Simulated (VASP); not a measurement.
# Cs (I4/mmm) in VASP: a series of runs

Runs on Cs. Level: PBE. Tasks: single point.

Everything below comes from runs of VASP 6.6.1. Logs are shortened: lines on timing, memory, paths and dates and some standing lists are left out, and cuts for length are marked.

### 1 Starting point

The structure is tetragonal, space group I4/mmm (No. 139). Conventional cell: a = 5.500 Å, b = 5.500 Å, c = 8.194 Å, α = 90.00°, β = 90.00°, γ = 90.00°.

This isn't the form of Cs at room conditions, which is bcc.

### 2 Single point, PBE

Contents of INCAR:

```
PREC = Accurate
ENCUT = 700
EDIFF = 1E-6
ISMEAR = 1
SIGMA = 0.15
LREAL = False
LASPH = True
NELM = 100
ALGO = Normal
ISIF = 2
LWAVE = False
LCHARG = False
GGA = PE
NBANDS = 10
ADDGRID = False
```

Contents of KPOINTS:

```
regular mesh
0
Gamma
  5 5 5
```

Contents of POSCAR:

```
Cs
1.0
   -2.6528630000      2.7200140000      3.9488130000
    2.8833600000     -2.6988260000      4.0893020000
    2.7318000000      2.7777640000     -3.9345920000
Cs
1
Direct
    0.0073440000      0.0133040000      0.0001460000
```

Potentials or basis: VASP PAW PBE potentials, release 64 (Cs_sv).

Command:

```
> cat potpaw_PBE.64/Cs_sv/POTCAR > POTCAR
> mpirun -np 1 vasp_std > vasp.out
```

OUTCAR:

```text
PREC = Accurate
   ENCUT = 700
   EDIFF = 1E-6
   ISMEAR = 1
   LREAL = False
   LASPH = True
   NELM = 100
   ISIF = 2
   GGA = PE

 Found     63 irreducible k-points:

 Following reciprocal coordinates:
            Coordinates               Weight
  0.000000  0.000000  0.000000      1.000000
  0.200000 -0.000000  0.000000      2.000000
  0.400000 -0.000000  0.000000      2.000000
  0.000000  0.200000  0.000000      2.000000
  0.200000  0.200000  0.000000      2.000000
  0.400000  0.200000  0.000000      2.000000
   k-points           NKPTS =     63   k-points in BZ     NKDIM =     63   number of bands    NBANDS=     10
   number of dos      NEDOS =    301   number of ions     NIONS =      1
   total plane-waves  NPLWV = 115200
   dimension x,y,z NGX =    48 NGY =   50 NGZ =   48
   dimension x,y,z NGXF=    96 NGYF=  100 NGZF=   96
   ions per type =               1
   NGX,Y,Z   is equivalent  to a cutoff of  14.56, 14.62, 14.41 a.u.
   NGXF,Y,Z  is equivalent  to a cutoff of  29.12, 29.24, 28.82 a.u.
 SYSTEM =  unknown system
   PREC   = accura    normal or accurate (medium, high low for compatibility)
   ISTART =      0    job   : 0-new  1-cont  2-samecut
   ICHARG =      2    charge: 1-file 2-atom 10-const
   ISPIN  =      1    spin polarized calculation?
   LNONCOLLINEAR =      F non collinear calculations
   LSORBIT =      F    spin-orbit coupling
   LASPH  =      T    aspherical Exc in radial PAW
   ENCUT  =  700.0 eV  51.45 Ry    7.17 a.u.  11.82 12.26 11.95*2*pi/ulx,y,z
   NELM   =    100;   NELMIN=  2; NELMDL= -5     # of ELM steps
   EDIFF  = 0.1E-05   stopping-criterion for ELM
   LREAL  =      F    real-space projection
   EDIFFG = 0.1E-04   stopping-criterion for IOM
   NSW    =      0    number of steps for IOM
   IBRION =     -1    ionic relax: 0-MD 1-quasi-New 2-CG
   NFREE  =      0    steps in history (QN), initial steepest desc. (CG)
   ISIF   =      2    stress and relaxation
   ISYM   =      2    0-nonsym 1-usesym 2-fastsym
   POTIM  = 0.5000    time-step for ionic-motion
   TEBEG  =    0.0;   TEEND  =   0.0 temperature during run
   PSTRESS=    0.0 pullay stress
   NELECT =       9.0000    total number of electrons
   NUPDOWN=      -1.0000    fix difference up-down
   EMIN   =  10.00;   EMAX   =-10.00  energy-range for DOS
   EFERMI =   0.00;   METHOD = LEGACY
   ISMEAR =     1;   SIGMA  =   0.15  broadening in eV -4-tet -1-fermi 0-gaus
   EFERMI_NEDOS =   21; number of points for ismear=-14 and -15
   IALGO  =     38    algorithm
   IMIX   =      4    mixing-type and parameters
     AMIX     =   0.40;   BMIX     =  1.00
     AMIX_MAG =   1.60;   BMIX_MAG =  1.00
  volume/ion in A,a.u.               =     123.95       836.44
  Fermi-wavevector in a.u.,A,eV,Ry     =   0.682981  1.290648  6.346621  0.466464
  Thomas-Fermi vector in A             =   1.762213
   LORBIT       =      0    0 simple, 1 ext, 2 COOP (PROOUT), +10 PAW based schemes
   GGA     = PE    functional components
   LHFCALC =     F    Hartree Fock is set to
   AEXX    =    0.0000 exact exchange contribution
   IVDW    =     0    specifies the selected vdW correction
   LEPSILON=     F    determine dielectric tensor
   LRPA    =     F    only Hartree local field effects (RPA)
 non-spin polarized calculation
 Methfessel and Paxton  Order N= 1 SIGMA  =   0.15
  energy-cutoff  :      700.00
  volume of cell :      123.95
 maximum number of plane-waves:      5232
   NGX = 23   NGY = 25   NGZ = 23

 number of electron       9.0000000 magnetization

 Free energy of the ion-electron system (eV)
  ---------------------------------------------------
  ext. energy  EPLUGINS =         0.00000000
  ---------------------------------------------------
  free energy    TOTEN  =        -0.86915267 eV

  energy without entropy =       -0.87071527  energy(sigma->0) =       -0.86967354

 E-fermi :   0.3358     XC(G=0):  -5.2230

 val. band max:        0.2858975698   @ k =   0.0000   0.0000   0.4000
 cond. band min:       0.3543476629   @ k =  -0.4000   0.4000  -0.0000
 fundamental gap:      0.0684500931
 Fermi energy:         0.3357837539

 k-point     1 :       0.0000    0.0000    0.0000
  band No.  band energies     occupation
      1     -23.6320      2.00000
      2     -10.3883      2.00000
      3     -10.3837      2.00000
      4     -10.3830      2.00000
      5      -1.3298      2.00000
      6       2.4853     -0.00000
      7       2.7442     -0.00000
      8       2.7971     -0.00000
      9       3.6036      0.00000
     10       3.7880      0.00000

 k-point     2 :       0.2000   -0.0000    0.0000
  band No.  band energies     occupation
      1     -23.6304      2.00000
      2     -10.4226      2.00000
      3     -10.3910      2.00000
      4     -10.3903      2.00000
      5      -0.9492      2.00000
      6       2.1096     -0.00000
      7       2.6653     -0.00000
      8       2.8779     -0.00000
      9       3.4943      0.00000
     10       3.5450      0.00000

 k-point     3 :       0.4000   -0.0000    0.0000
  band No.  band energies     occupation
      1     -23.6279      2.00000
      2     -10.4838      2.00000
      3     -10.4023      2.00000
      4     -10.3951      2.00000
      5      -0.0291      2.00311
      6       1.2605     -0.00000
      7       2.5074     -0.00000
      8       2.6605     -0.00000
      9       3.9882      0.00000
     10       4.2668      0.00000

 k-point     4 :       0.0000    0.2000    0.0000
  band No.  band energies     occupation
      1     -23.6308      2.00000
      2     -10.4203      2.00000
      3     -10.3882      2.00000
      4     -10.3860      2.00000
      5      -0.9805      2.00000
      6       1.9698     -0.00000
      7       2.7879     -0.00000
      8       2.8439     -0.00000
      9       3.5856      0.00000
     10       3.6691      0.00000

 k-point     5 :       0.2000    0.2000    0.0000
  band No.  band energies     occupation
      1     -23.6291      2.00000
      2     -10.4389      2.00000
      3     -10.4156      2.00000
      4     -10.3947      2.00000
      5      -0.4359      2.00000
      6       1.7771     -0.00000
      7       2.1479     -0.00000
      8       3.0374     -0.00000
      9       3.2763     -0.00000
     10       4.1944      0.00000

 k-point     6 :       0.4000    0.2000    0.0000
  band No.  band energies     occupation
      1     -23.6270      2.00000
      2     -10.4803      2.00000
      3     -10.4198      2.00000
      4     -10.4079      2.00000
      5       0.5083     -0.06903
      6       1.1005     -0.00000
      7       1.9574     -0.00000
      8       2.8751     -0.00000
      9       3.6675      0.00000
     10       4.1912      0.00000

 [... further k-points ...]

------------------------ aborting loop because EDIFF is reached ----------------------------------------

  FORCE on cell =-STRESS in cart. coord.  units (eV):
  Direction    XX          YY          ZZ          XY          YZ          ZX
  --------------------------------------------------------------------------------------
  -------------------------------------------------------------------------------------
  Total       -0.1304595     -0.0560691     -0.0989548     -0.0020772     -0.0036049     -0.0895627
  in kB       -1.6863431     -0.7247594     -1.2791070     -0.0268502     -0.0465969     -1.1577026
  external PRESSURE =      -1.2300698 kB  Pullay stress =       0.0000000 kB

 VOLUME and BASIS-vectors are now :
 -----------------------------------------------------------------------------
  energy-cutoff  :      700.00
  volume of cell :      123.95
      direct lattice vectors                 reciprocal lattice vectors
    -2.652863000  2.720014000  3.948813000    -0.005972949  0.181656419  0.124099719
     2.883360000 -2.698826000  4.089302000     0.174839185 -0.002819191  0.119401107
     2.731800000  2.777764000 -3.934592000     0.175719406  0.179382947 -0.005511685

 POSITION                                       TOTAL-FORCE (eV/Angst)
 -----------------------------------------------------------------------------------
      0.01928     -0.01552      0.08283         0.000000     -0.000000      0.000000
 -----------------------------------------------------------------------------------
    total drift:                               -0.000002      0.000001      0.000001

  FREE ENERGIE OF THE ION-ELECTRON SYSTEM (eV)
  ---------------------------------------------------
  free  energy   TOTEN  =        -0.8691526720 eV

  energy  without entropy=       -0.8707152708  energy(sigma->0) =       -0.86967354
```

It took 45 s on 1 thread of Intel Xeon Platinum 8488C (Sapphire Rapids), shared host; peak memory 0.37 GiB.

These settings aren't checked as converged: the numbers below hold their error.

What came out:

- Free energy: -0.8692 eV
- Pressure: -0.1 GPa
- Band gap on the k mesh: none (metal or under the smearing width)

### 3 Single point, PBE

This run uses another cell than the first one, of the same volume but with other edges.

INCAR, as its differences from that of step 2:

```diff
@@ -1,3 +1,3 @@
 PREC = Accurate
-ENCUT = 700
+ENCUT = 550
 EDIFF = 1E-6
```

Contents of KPOINTS:

```
regular mesh
0
Gamma
  6 6 6
```

Contents of POSCAR:

```
Cs
1.0
   -2.7500754600      2.7500754600      4.0972389800
    2.7500754600     -2.7500754600      4.0972389800
    2.7500754600      2.7500754600     -4.0972389800
Cs
1
Direct
    0.0000000000      0.0000000000      0.0000000000
```

Potentials or basis: VASP PAW PBE potentials, release 64 (Cs_sv).

Command:

```
> cat potpaw_PBE.64/Cs_sv/POTCAR > POTCAR
> mpirun -np 1 vasp_std > vasp.out
```

It took 22 s on 1 thread of Intel Xeon Platinum 8488C (Sapphire Rapids), shared host; peak memory 0.3 GiB.

The run converged, but some of its settings lie outside the range that counts as converged, so its numbers aren't taken as properties of the crystal.

Results:

| Quantity | Value |
| --- | --- |
| Free energy | -0.8384 eV |
| Pressure | -0.1 GPa |
| Band gap on the k mesh | none (metal or under the smearing width) |

### 4 For comparison

An earlier run on the cell as given: functional PBE; potentials or basis VASP PAW PBE potentials, release 64 (Cs_sv); cutoff 520 eV; k mesh 7 × 7 × 7; occupations fermi-dirac, width 0.05 eV; no spin polarisation.

* Pressure: -0.1 GPa
* Band gap on the k mesh: none (metal or under the smearing width)
